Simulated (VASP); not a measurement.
Crystal: Ti.

```xyz
3
Lattice="4.5674 0.0000 0.0000 -2.2837 3.9555 0.0000 0.0000 0.0000 2.8262" Properties=species:S:1:pos:R:3 pbc="T T T"
Ti    0.0000    0.0000    0.0000
Ti    0.0000    2.6370    1.4131
Ti    2.2837    1.3185    1.4131
```

This isn't the form of Ti at room conditions, which is hcp.

```yaml
Program: VASP 6.6.1
Task: relaxation of cell and atoms
Functional: PBE
Dispersion: D3(BJ)
Potentials_or_basis: VASP PAW PBE potentials, release 64 (Ti_sv)
Cutoff: 600 eV
k_mesh: 12 × 12 × 14
Occupations: gaussian, width 0.1 eV
Spin: no spin polarisation
```

At the start: pressure -5.5 GPa; volume 17.02 Å³/atom.

Where does the relaxation end?

Over 7 steps the energy falls by 14.5 meV/atom and the volume is 16.20 Å³/atom (-4.8 %); space group P6/mmm (No. 191, to 0.05 Å).

The path:
| step | energy change (eV) | largest force (eV/Å) | pressure (GPa) | volume (Å³) |
| --- | --- | --- | --- | --- |
| 1 | 0.0000 | 0.0000 | -5.45 | 51.06 |
| 2 | -0.0192 | 0.0000 | 4.63 | 46.90 |
| 3 | -0.0433 | 0.0000 | -0.02 | 48.62 |
| 4 | -0.0433 | 0.0000 | 0.10 | 48.57 |
| 5 | -0.0434 | 0.0000 | -0.06 | 48.63 |
| 6 | -0.0434 | 0.0000 | -0.05 | 48.63 |
| 7 | -0.0434 | 0.0000 | 0.02 | 48.60 |

Final structure:
```
Ti
1.0
     4.49016    0.00000    0.00000
    -2.24508    3.88860    0.00000
     0.00000    0.00000    2.78339
Ti
3
Direct
  0.00000 0.00000 0.00000
  0.33333 0.66667 0.50000
  0.66667 0.33333 0.50000
```

Caveat: pairwise dispersion overbinds metals, which lowers pressure and volume.
